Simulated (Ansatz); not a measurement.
# Al2Cu: relaxing cell and atoms and elastic constants, part 2 of 2

The task, for Al2Cu: 2 runs in a chain (relaxing cell and atoms and elastic constants).

Ansatz 0.2.0; DFT PBE, scalar-relativistic, plane waves, PAW.

### 3 Elastic constants: mesh 16×16×16

It takes the final geometry of step 2.

Contents of input.yaml:

```yaml
crystal:
  lattice:
    - [-3.0286546326, 3.0286546326, 2.4385010461]
    - [3.0286546326, -3.0286546326, 2.4385010461]
    - [3.0286546326, 3.0286546326, -2.4385010461]
  atoms:
    - { symbol: Al, position: [0.6584377694, 0.1584377694, 0.8168755388] }
    - { symbol: Al, position: [0.1584377694, 0.3415622306, 0.5] }
    - { symbol: Al, position: [0.3415622306, 0.8415622306, 0.1831244612] }
    - { symbol: Al, position: [0.8415622306, 0.6584377694, 0.5] }
    - { symbol: Cu, position: [0.25, 0.25, 0.0] }
    - { symbol: Cu, position: [0.75, 0.75, 0.0] }
scf:
  occupations: { method: gaussian, width: 0.1 }
output:
  eigenvalues: true
kpoints:
  mp_grid: { grid: [16, 16, 16] }
hamiltonian:
  xc: pbe
elastic:
  mode: relaxed_ion
  amplitude: 0.005
  stencil: two_point
```

On the command line:

```bash
$ ansatz run input.yaml --threads 8 --pin off --max-ram 24576MiB --backend cpu --events-out ev --progress --plain --runs-dir out
```

Output:

```text
Warning: RAYON_NUM_THREADS=8 ignored (pool sized by the plan → 8); use --threads N
Engine: ansatz 0.2.0, x86_64-unknown-linux-gnu
Pseudopotentials: kind: paw
Pseudopotential: Al, paw, valence charge 3, recommended cutoff 420 eV (normal), Al.paw.azcp
Pseudopotential: Cu, paw, valence charge 19, recommended cutoff 420 eV (normal), Cu.paw.azcp
Functional definition: PBE
  parameter kappa = 0.804
  parameter beta = 0.06672455060314922
  exchange = pbe_x(kappa = kappa, mu = beta*pi^2/3)
  correlation = pbe_c(beta = beta)
Crystal: 6 atoms, lattice volume = 89.471 Å³
Basis set: ecut = 420 eV, 1713 PW (Γ), exchange–correlation on 72×72×72 points (8 copies of the dense FFT grid, shifted against one another)
Bands: 31, of which v1, the nominal top of the filled ones, is band 25 counted from 1 (24 counted from 0)
Symmetry: 16 space group operations
Space group: I4/mcm (ITA 140), of the structure as read, at distance tolerance 4.5e-5 Å
k-points: 349 of 4096
Non-local potential: Al, projectors of the file, l = 0: 2, l = 1: 2, l = 2: 1
Non-local potential: Cu, projectors of the file, l = 0: 3, l = 1: 2, l = 2: 3, l = 3: 1
PAW form: soft (Blöchl's): semilocal exchange-correlation on the pseudo side does not see the compensation charge
PAW one-centre angular grid: Al, 110 points (default); XC on 64 Gauss nodes
PAW one-centre angular grid: Cu, 590 points (default); XC on 64 Gauss nodes
Initial density: superposition of atomic densities (neutral atoms: chi_scale 0, normalization atom), corrected by the library's trained network
Initial wavefunctions: pseudopotential atomic-orbital guess
Functional: x = pbe(κ = 0.804, μ = 0.2195149727645171), c = pbe(β = 0.06672455060314922)
SCF iter   1: F=—  HF=-15401.337892 eV  |F-HF|=—  |Δ(HF+E_count)|=         —  Δρ=5.03e-3  dr2=1.91e-2  ethr=1.77e-3  ⟨swp⟩=7.8  Hψ=54055  notcnv=0  defer=1
preconditioner: auto → Kerker (q_TF=auto, 2.476 Å⁻¹)  [metal: Δε(μ)=0.003 eV  Ē_g=7.124 eV  σ=0.100 eV  W_gap=0.01  n_scr=16 (ndim 8)  ℏωp=22.9 eV  f_vac=0.000  D(μ)=2.05/eV (n_scr^D=12)]
SCF iter   2: F=—  HF=-15401.336746 eV  |F-HF|=—  |Δ(HF+E_count)|=   1.15e-3  Δρ=1.23e-3  dr2=1.41e-3  ethr=3.82e-5  ⟨swp⟩=2.5  Hψ=18206  notcnv=0  defer=3
SCF iter   3: F=—  HF=-15401.336365 eV  |F-HF|=—  |Δ(HF+E_count)|=   3.81e-4  Δρ=8.45e-4  dr2=1.20e-3  ethr=2.83e-6  ⟨swp⟩=2.2  Hψ=16040  notcnv=0  defer=3
SCF iter   4: F=—  HF=-15401.336209 eV  |F-HF|=—  |Δ(HF+E_count)|=   1.57e-4  Δρ=1.87e-4  dr2=8.27e-5  ethr=2.40e-6  ⟨swp⟩=2.5  Hψ=14852  notcnv=0  defer=3
SCF iter   5: F=—  HF=-15401.336194 eV  |F-HF|=—  |Δ(HF+E_count)|=   1.50e-5  Δρ=1.28e-4  dr2=8.94e-6  ethr=1.65e-7  ⟨swp⟩=2.0  Hψ=15018  notcnv=0  defer=3
SCF iter   6: F=—  HF=-15401.336192 eV  |F-HF|=—  |Δ(HF+E_count)|=   1.21e-6  Δρ=9.48e-6  dr2=9.63e-8  ethr=1.79e-8  ⟨swp⟩=2.0  Hψ=14234  notcnv=0  defer=3
SCF iter   7: F=—  HF=-15401.336193 eV  |F-HF|=—  |Δ(HF+E_count)|=   4.62e-7  Δρ=6.69e-6  dr2=2.51e-8  ethr=1.93e-10  ⟨swp⟩=2.2  Hψ=16962  notcnv=0  defer=3
SCF iter   8: F=—  HF=-15401.336193 eV  |F-HF|=—  |Δ(HF+E_count)|=   3.10e-9  Δρ=1.51e-6  dr2=1.30e-9  ethr=5.02e-11  ⟨swp⟩=2.3  Hψ=13118  notcnv=0  defer=3
SCF iter   9: F=—  HF=-15401.336193 eV  |F-HF|=—  |Δ(HF+E_count)|=  4.07e-10  Δρ=1.82e-7  dr2=2.36e-11  ethr=2.61e-12  ⟨swp⟩=2.2  Hψ=16329  notcnv=0  defer=3
SCF iter  10: F=—  HF=-15401.336193 eV  |F-HF|=—  |Δ(HF+E_count)|=  5.46e-12  Δρ=2.35e-8  dr2=4.42e-13  ethr=4.72e-14 (applied; sched 1.00e-12)  ⟨swp⟩=2.0  Hψ=15687  notcnv=0  defer=444
SCF iter  11: F=-15401.336193 eV  HF=-15401.336193 eV  |F-HF|=1.09e-11  |Δ(HF+E_count)|=  5.46e-12  Δρ=4.74e-9  dr2=2.08e-14  ethr=1.00e-12  ⟨swp⟩=7.5  Hψ=43999  notcnv=0
the search or the solves at the SCF's close seem to have found levels that the self-consistency loop had missed (the run counts 1). By its estimate they hold under 1e-12 electrons; where the run keeps them, the occupations were computed again with them
SCF 1 converged in 11 iterations: F = -15401.336193 eV  dr2 = 2.08e-14
relax step   1: F+E_penalty+E_count = -15401.33619291 eV  Δ(F+E_penalty+E_count) = +0.000e0 eV  max|allowed force component| = 6.506e-4 eV/Å  Δτ_max = 0.0000 Å  (11 SCF iters, accepted)
[... from here on, the SCF cycles and remarks between the steps are left out ...]
relax step   2: F+E_penalty+E_count = -15401.33619313 eV  Δ(F+E_penalty+E_count) = -2.221e-7 eV  max|allowed force component| = 6.825e-5 eV/Å  Δτ_max = 0.0001 Å  (9 SCF iters, accepted)
relax step   3: F+E_penalty+E_count = -15401.33619314 eV  Δ(F+E_penalty+E_count) = -2.468e-9 eV  max|allowed force component| = 2.734e-8 eV/Å  Δτ_max = 0.0000 Å  (11 SCF iters, accepted)
relax step   1: F+E_penalty+E_count = -15401.33468087 eV  Δ(F+E_penalty+E_count) = +0.000e0 eV  max|allowed force component| = 1.647e-2 eV/Å  Δτ_max = 0.0000 Å  (12 SCF iters, accepted)
relax step   2: F+E_penalty+E_count = -15401.33477490 eV  Δ(F+E_penalty+E_count) = -9.403e-5 eV  max|allowed force component| = 6.871e-3 eV/Å  Δτ_max = 0.0017 Å  (9 SCF iters, accepted)
relax step   3: F+E_penalty+E_count = -15401.33480690 eV  Δ(F+E_penalty+E_count) = -3.200e-5 eV  max|allowed force component| = 1.738e-5 eV/Å  Δτ_max = 0.0017 Å  (8 SCF iters, accepted)
relax step   1: F+E_penalty+E_count = -15401.33517304 eV  Δ(F+E_penalty+E_count) = +0.000e0 eV  max|allowed force component| = 1.565e-2 eV/Å  Δτ_max = 0.0000 Å  (13 SCF iters, accepted)
relax step   2: F+E_penalty+E_count = -15401.33528980 eV  Δ(F+E_penalty+E_count) = -1.168e-4 eV  max|allowed force component| = 6.519e-4 eV/Å  Δτ_max = 0.0031 Å  (9 SCF iters, accepted)
relax step   3: F+E_penalty+E_count = -15401.33529002 eV  Δ(F+E_penalty+E_count) = -2.252e-7 eV  max|allowed force component| = 1.529e-6 eV/Å  Δτ_max = 0.0001 Å  (11 SCF iters, accepted)
relax step   1: F+E_penalty+E_count = -15401.33535807 eV  Δ(F+E_penalty+E_count) = +0.000e0 eV  max|allowed force component| = 1.207e-2 eV/Å  Δτ_max = 0.0000 Å  (12 SCF iters, accepted)
relax step   2: F+E_penalty+E_count = -15401.33543356 eV  Δ(F+E_penalty+E_count) = -7.549e-5 eV  max|allowed force component| = 3.118e-4 eV/Å  Δτ_max = 0.0023 Å  (10 SCF iters, accepted)
relax step   3: F+E_penalty+E_count = -15401.33543361 eV  Δ(F+E_penalty+E_count) = -4.992e-8 eV  max|allowed force component| = 2.177e-6 eV/Å  Δτ_max = 0.0001 Å  (11 SCF iters, accepted)
relax step   1: F+E_penalty+E_count = -15401.33458235 eV  Δ(F+E_penalty+E_count) = +0.000e0 eV  max|allowed force component| = 1.167e-2 eV/Å  Δτ_max = 0.0000 Å  (12 SCF iters, accepted)
relax step   2: F+E_penalty+E_count = -15401.33465593 eV  Δ(F+E_penalty+E_count) = -7.359e-5 eV  max|allowed force component| = 6.372e-4 eV/Å  Δτ_max = 0.0021 Å  (9 SCF iters, accepted)
relax step   3: F+E_penalty+E_count = -15401.33465616 eV  Δ(F+E_penalty+E_count) = -2.221e-7 eV  max|allowed force component| = 4.552e-6 eV/Å  Δτ_max = 0.0001 Å  (7 SCF iters, accepted)
relax step   1: F+E_penalty+E_count = -15401.33589518 eV  Δ(F+E_penalty+E_count) = +0.000e0 eV  max|allowed force component| = 1.313e-2 eV/Å  Δτ_max = 0.0000 Å  (10 SCF iters, accepted)
relax step   2: F+E_penalty+E_count = -15401.33596876 eV  Δ(F+E_penalty+E_count) = -7.358e-5 eV  max|allowed force component| = 1.593e-3 eV/Å  Δτ_max = 0.0024 Å  (9 SCF iters, accepted)
relax step   3: F+E_penalty+E_count = -15401.33597020 eV  Δ(F+E_penalty+E_count) = -1.431e-6 eV  max|allowed force component| = 1.074e-3 eV/Å  Δτ_max = 0.0003 Å  (8 SCF iters, accepted)
relax step   4: F+E_penalty+E_count = -15401.33597041 eV  Δ(F+E_penalty+E_count) = -2.151e-7 eV  max|allowed force component| = 2.396e-5 eV/Å  Δτ_max = 0.0002 Å  (8 SCF iters, accepted)
relax step   1: F+E_penalty+E_count = -15401.33589518 eV  Δ(F+E_penalty+E_count) = +0.000e0 eV  max|allowed force component| = 1.313e-2 eV/Å  Δτ_max = 0.0000 Å  (10 SCF iters, accepted)
relax step   2: F+E_penalty+E_count = -15401.33597038 eV  Δ(F+E_penalty+E_count) = -7.520e-5 eV  max|allowed force component| = 2.798e-4 eV/Å  Δτ_max = 0.0028 Å  (9 SCF iters, accepted)
relax step   3: F+E_penalty+E_count = -15401.33597041 eV  Δ(F+E_penalty+E_count) = -2.995e-8 eV  max|allowed force component| = 1.542e-5 eV/Å  Δτ_max = 0.0001 Å  (11 SCF iters, accepted)
relax step   1: F+E_penalty+E_count = -15401.33580069 eV  Δ(F+E_penalty+E_count) = +0.000e0 eV  max|allowed force component| = 1.314e-2 eV/Å  Δτ_max = 0.0000 Å  (10 SCF iters, accepted)
relax step   2: F+E_penalty+E_count = -15401.33589429 eV  Δ(F+E_penalty+E_count) = -9.360e-5 eV  max|allowed force component| = 5.438e-4 eV/Å  Δτ_max = 0.0025 Å  (9 SCF iters, accepted)
relax step   3: F+E_penalty+E_count = -15401.33589439 eV  Δ(F+E_penalty+E_count) = -9.593e-8 eV  max|allowed force component| = 4.194e-6 eV/Å  Δτ_max = 0.0001 Å  (7 SCF iters, accepted)
relax step   1: F+E_penalty+E_count = -15401.33580069 eV  Δ(F+E_penalty+E_count) = +0.000e0 eV  max|allowed force component| = 1.314e-2 eV/Å  Δτ_max = 0.0000 Å  (10 SCF iters, accepted)
relax step   2: F+E_penalty+E_count = -15401.33589435 eV  Δ(F+E_penalty+E_count) = -9.367e-5 eV  max|allowed force component| = 2.470e-4 eV/Å  Δτ_max = 0.0026 Å  (9 SCF iters, accepted)
relax step   3: F+E_penalty+E_count = -15401.33589439 eV  Δ(F+E_penalty+E_count) = -3.079e-8 eV  max|allowed force component| = 2.850e-6 eV/Å  Δτ_max = 0.0000 Å  (11 SCF iters, accepted)
iter 1 solved again at ethr=1.00e-12 eV; its pass at ethr=3.10e-3 eV (dr2=7.39e-11 eV) is discarded
SCF iter   1: F=—  HF=-15401.335900 eV  |F-HF|=—  |Δ(HF+E_count)|=         —  Δρ=4.83e-7  dr2=8.47e-11  ethr=1.00e-12  ⟨swp⟩=2.0  Hψ=95279  notcnv=0
SCF iter   2: F=—  HF=-15401.335894 eV  |F-HF|=—  |Δ(HF+E_count)|=   5.93e-6  Δρ=1.98e-7  dr2=1.08e-11  ethr=1.69e-13 (applied; sched 1.00e-12)  ⟨swp⟩=3.0  Hψ=40561  notcnv=0
SCF iter   3: F=—  HF=-15401.335894 eV  |F-HF|=—  |Δ(HF+E_count)|=  1.09e-11  Δρ=1.39e-7  dr2=5.71e-12  ethr=2.16e-14 (applied; sched 1.00e-12)  ⟨swp⟩=1.0  Hψ=19251  notcnv=0
SCF iter   4: F=—  HF=-15401.335894 eV  |F-HF|=—  |Δ(HF+E_count)|=  3.64e-12  Δρ=7.71e-8  dr2=2.13e-12  ethr=1.14e-14 (applied; sched 1.00e-12)  ⟨swp⟩=1.0  Hψ=19251  notcnv=0
SCF iter   5: F=—  HF=-15401.335894 eV  |F-HF|=—  |Δ(HF+E_count)|=    0.00e0  Δρ=6.60e-8  dr2=1.58e-12  ethr=4.26e-15 (applied; sched 1.00e-12)  ⟨swp⟩=1.0  Hψ=19251  notcnv=0
SCF iter   6: F=—  HF=-15401.335894 eV  |F-HF|=—  |Δ(HF+E_count)|=  7.28e-12  Δρ=5.79e-8  dr2=1.21e-12  ethr=3.17e-15 (applied; sched 1.00e-12)  ⟨swp⟩=1.0  Hψ=19251  notcnv=0
SCF iter   7: F=—  HF=-15401.335894 eV  |F-HF|=—  |Δ(HF+E_count)|=  7.28e-12  Δρ=3.25e-8  dr2=3.83e-13  ethr=2.43e-15 (applied; sched 1.00e-12)  ⟨swp⟩=1.0  Hψ=19255  notcnv=0
SCF iter   8: F=—  HF=-15401.335894 eV  |F-HF|=—  |Δ(HF+E_count)|=  1.82e-12  Δρ=1.82e-8  dr2=1.22e-13  ethr=7.66e-16 (applied; sched 1.00e-12)  ⟨swp⟩=1.0  Hψ=19255  notcnv=0
iter 9 did not close the SCF: its close was put off for the readings that it lacked (scf_convergence_deferred on its scf_iter line)
SCF iter   9: F=-15401.335894 eV  HF=-15401.335894 eV  |F-HF|=0.00e0  |Δ(HF+E_count)|=  1.82e-12  Δρ=1.32e-8  dr2=6.41e-14  ethr=2.44e-16 (applied; sched 1.00e-12)  ⟨swp⟩=1.0  Hψ=19251  notcnv=0
iter 10 did not close the SCF: its close was put off for the readings that it lacked (scf_convergence_deferred on its scf_iter line)
SCF iter  10: F=-15401.335894 eV  HF=-15401.335894 eV  |F-HF|=1.82e-12  |Δ(HF+E_count)|=  1.82e-12  Δρ=5.14e-11  dr2=1.79e-18  ethr=2.00e-16 (applied; sched 1.00e-12)  ⟨swp⟩=2.0  Hψ=27611  notcnv=0
iter 11 did not close the SCF: its close was put off for the readings that it lacked (scf_convergence_deferred on its scf_iter line)
SCF iter  11: F=-15401.335894 eV  HF=-15401.335894 eV  |F-HF|=1.82e-12  |Δ(HF+E_count)|=  3.64e-12  Δρ=1.90e-11  dr2=3.06e-19  ethr=2.00e-16 (applied; sched 1.00e-12)  ⟨swp⟩=1.0  Hψ=19251  notcnv=0
iter 12 did not close the SCF: its close was put off for the readings that it lacked (scf_convergence_deferred on its scf_iter line)
SCF iter  12: F=-15401.335894 eV  HF=-15401.335894 eV  |F-HF|=5.46e-12  |Δ(HF+E_count)|=  3.64e-12  Δρ=6.69e-12  dr2=4.19e-20  ethr=2.00e-16 (applied; sched 1.00e-12)  ⟨swp⟩=1.0  Hψ=19251  notcnv=0
SCF iter  13: F=-15401.335894 eV  HF=-15401.335894 eV  |F-HF|=0.00e0  |Δ(HF+E_count)|=  1.82e-12  Δρ=2.38e-12  dr2=3.92e-21  ethr=1.00e-12  ⟨swp⟩=1.0  Hψ=40986  notcnv=0
SCF 37 converged in 13 iterations: F = -15401.335894 eV  dr2 = 3.92e-21
SCF converged after 14 iterations
Free energy (F): -15401.336193 eV
Harris-Foulkes:  -15401.336193 eV  (|F-HF|=0.00e0)
Internal energy: -15401.325854 eV  (E = F + TS)
E sigma→0 (E₀):  -15401.331023 eV
Entropy (-TS):   -0.010340 eV (-1.723 meV/atom)
Fermi energy:    10.338455 eV
--- Per-component energies (eV) ---
  E_band       = -931.094416
  E_kinetic    = 690.922841
  E_local      = -12436.401770  (includes V_loc(G=0)·N_el)
  E_nonlocal   = 809.134377
  E_hartree    = 5627.921181
  E_xc         = -340.066757
  E_vxc        = -349.752053  (∫ρ·V_xc dr)
  E_paw        = -5185.401697  (= ΣΔE_a)
  E_vpaw       = -900.840771  (= ΣTr[D̂ρ^β])
  E_aug_tail   = 0.000597  (compensation charges beyond the density's cutoff)
  E_ewald      = -4567.434625
  E_smearing   = -0.010340  (= −TS)
  E_closure    = -0.000000  (closes the sum)
  Σ components = -15401.336193   (vs F -15401.336193, Δ=0.00e0)
--- Forces (eV/Å), atoms counted from 1 ---
  atom   1  Al     0.00000003     0.00000003     0.00000000
  atom   2  Al    -0.00000003     0.00000003    -0.00000000
  atom   3  Al    -0.00000003    -0.00000003    -0.00000000
  atom   4  Al     0.00000003    -0.00000003     0.00000000
  atom   5  Cu    -0.00000000     0.00000000     0.00000000
  atom   6  Cu     0.00000000     0.00000000    -0.00000000
  max |Σ_I F_I| component: 5.20e-18 eV/Å
--- Stress (GPa, compression-positive) ---
        0.086245       0.000000       0.000000
        0.000000       0.086245      -0.000000
        0.000000      -0.000000      -0.151450
  P = ⅓ Tr σ = 0.0070 GPa (0.070 kbar)
--- Band table (eV; the first three rows and the last of 349) ---
  k-point 0: bands = ["-103.3419", "-103.3332", "-60.7154", "-60.7154", "-60.7067", "-60.7067", "-60.7029", "-60.6079", "-0.4024", "5.0647", "5.2746", "5.2746", "5.2971", "6.2008", "6.3282", "6.6375", "6.9353", "7.1911", "7.1911", "7.4236", "7.4236", "8.3750", "8.9815", "9.1554", "9.1554", "9.5394", "9.9849", "10.4159", "11.7856", "11.7856", "11.9907"]
[... 3 lines left out ...]
--- Elastic constants: 4 strain directions × 2 members + reference (group order 16) ---
  dense FFT box of the reference and of every strained cell: 36×36×36
  strains applied: 11, 33, 23, 12; error gains: componentwise 1.00 (the most a stress slope's error grows in a printed constant), spectral 1.41 (1 for all six strains in a standard setting)
  reference relaxed by the batch: 3 steps; max|allowed force component| 6.51e-4 eV/Å at the deck's positions, 2.73e-8 at the last accepted step, 2.73e-8 by the solve of record
  largest displacement 1.2e-4 Å; the constants are those of the deck's cell at these positions:
  atoms:
    - { symbol: Al, position: [0.6584235237005595, 0.1584235237005595, 0.8168470474011189] }
    - { symbol: Al, position: [0.15842352370055945, 0.3415764762994405, 0.49999999999999994] }
    - { symbol: Al, position: [0.34157647629944066, 0.8415764762994407, 0.18315295259888104] }
    - { symbol: Al, position: [0.8415764762994405, 0.6584235237005593, 0.5] }
    - { symbol: Cu, position: [0.25000000000000006, 0.25000000000000006, -6.991825166667721e-22] }
    - { symbol: Cu, position: [0.7500000000000001, 0.7500000000000001, -6.991825166667774e-22] }
  C = ∂σ_k/∂η_j (tension-positive GPa; Voigt order 11 22 33 23 13 12):
       164.335     77.091     62.865      0.000     -0.000     -0.000
        77.091    164.335     62.865     -0.000     -0.000     -0.000
        62.771     62.771    164.777     -0.000     -0.000     -0.000
         0.000      0.000     -0.000     31.817     -0.000      0.000
        -0.000      0.000     -0.000     -0.000     31.817     -0.000
         0.000     -0.000     -0.000      0.000     -0.000     42.986
  reference stress σ⁰ (GPa):     -0.086     -0.086      0.151      0.000     -0.000     -0.000
  C* (energy form; C + prestress term) asymmetry max|C*_kj − C*_jk| = 1.441e-1 GPa — a small one proves nothing (zero by symmetry where the batch's group is 432, −43m or m−3m); a large one is finite-difference/SCF noise where every solve meets its electron count
  moduli (Voigt/Reuss/Hill, GPa): K = 99.88/99.74/99.81   G = 40.71/39.11/39.91   E = 105.64   ν = 0.324
  mechanically stable: yes (min eigenvalue of sym C = 31.82 GPa)
  strain η (Voigt 11):  stress-route row diagonal C_11 = 164.33 GPa, energy-path curvature d²(F+E_count+ΔE)/dδ²/Ω₀ = 164.29 GPa
         δ    σ_11 (GPa)             F (eV)   n_scf  n_hpsi   n_pw
    -5.000e-3      -0.9110      -15401.3348069      13  382788   1759   relax 3 steps, max|allowed force component| 1.74e-5 eV/Å
     5.000e-3       0.7324      -15401.3352900      12  363706   1777   relax 3 steps, max|allowed force component| 1.53e-6 eV/Å
  strain η (Voigt 33):  stress-route row diagonal C_33 = 164.78 GPa, energy-path curvature d²(F+E_count+ΔE)/dδ²/Ω₀ = 164.52 GPa
         δ    σ_33 (GPa)             F (eV)   n_scf  n_hpsi   n_pw
    -5.000e-3      -0.7116      -15401.3354336      13  214755   1762   relax 3 steps, max|allowed force component| 2.18e-6 eV/Å
     5.000e-3       0.9362      -15401.3346562      12  203961   1776   relax 3 steps, max|allowed force component| 4.55e-6 eV/Å
  strain η (Voigt 23):  stress-route row diagonal C_44 = 31.82 GPa, energy-path curvature d²(F+E_count+ΔE)/dδ²/Ω₀ = 31.78 GPa
         δ    σ_23 (GPa)             F (eV)   n_scf  n_hpsi   n_pw
    -5.000e-3      -0.1591      -15401.3359704      13  675725   1769   relax 4 steps, max|allowed force component| 2.40e-5 eV/Å
     5.000e-3       0.1591      -15401.3359704      12  641600   1769   relax 3 steps, max|allowed force component| 1.54e-5 eV/Å
  strain η (Voigt 12):  stress-route row diagonal C_66 = 42.99 GPa, energy-path curvature d²(F+E_count+ΔE)/dδ²/Ω₀ = 42.98 GPa
         δ    σ_12 (GPa)             F (eV)   n_scf  n_hpsi   n_pw
    -5.000e-3      -0.2149      -15401.3358944      13  392377   1770   relax 3 steps, max|allowed force component| 4.19e-6 eV/Å
     5.000e-3       0.2149      -15401.3358944      13  390324   1770   relax 3 steps, max|allowed force component| 2.85e-6 eV/Å
```

Wall time 7.4 min (8 threads of Intel Xeon Platinum 8488C (Sapphire Rapids), shared host); peak memory 2.4 GiB.

What follows for a polycrystal (Hill averages; density 4.362 g/cm³):

| quantity | value |
| --- | --- |
| bulk modulus B | 99.8 GPa |
| shear modulus G | 39.9 GPa |
| B/G | 2.50 |
| universal anisotropy index | 0.21 |
| sound speeds v_l, v_t | 5923, 3025 m/s |
| Debye temperature Θ | 410 K |

Young's modulus by Cartesian direction:

```csv
direction,E (GPa)
"(1, 0, 0)",120
"(0, 1, 0)",120
"(0, 0, 1)",132
"(1, 1, 0)",119
"(1, 0, 1)",92
"(0, 1, 1)",92
"(1, 1, 1)",94
```

### 4 Results

This closing draws on all 2 parts.

| step | volume (Å³/atom) | pressure (GPa) | energy (eV) | gap on the mesh (eV) | time |
| --- | --- | --- | --- | --- | --- |
| 2 | 14.91 | 0.0 | -15401.330 | 0.00 | 34 s |

| quantity | value |
| --- | --- |
| relaxed cell, step 2 (conventional) | a = 6.057 Å, b = 6.057 Å, c = 4.877 Å, α = 90.00°, β = 90.00°, γ = 90.00° |
| C11, C12, C44 (relaxed-ion) | 164, 77, 32 GPa |
| C33, C13, C66 (relaxed-ion) | 165, 63, 43 GPa |
| B, G, E (Hill) (relaxed-ion) | 100, 40, 106 GPa |
| Poisson ratio (relaxed-ion) | 0.32 |
| Debye temperature | 410 K |

In words: It is stable against strain: the least eigenvalue of C is 32 GPa. By Pugh's rule of thumb B/G = 2.50 (over 1.75) points to a ductile solid; Young's modulus ranges from about 92 to 132 GPa with direction. Measured lattice constant a of Al2Cu: 6.067 Å (a printed reference work, monograph). This calculation gives 6.057 Å (-0.2 %). Against the measured lattice constant c of Al2Cu, 4.877 Å (a printed reference work, monograph), the calculated 4.877 Å is off by 0.0 %. That is within the rounding of the quoted value. That is the cell relaxed with PBE, without thermal expansion or zero-point motion.
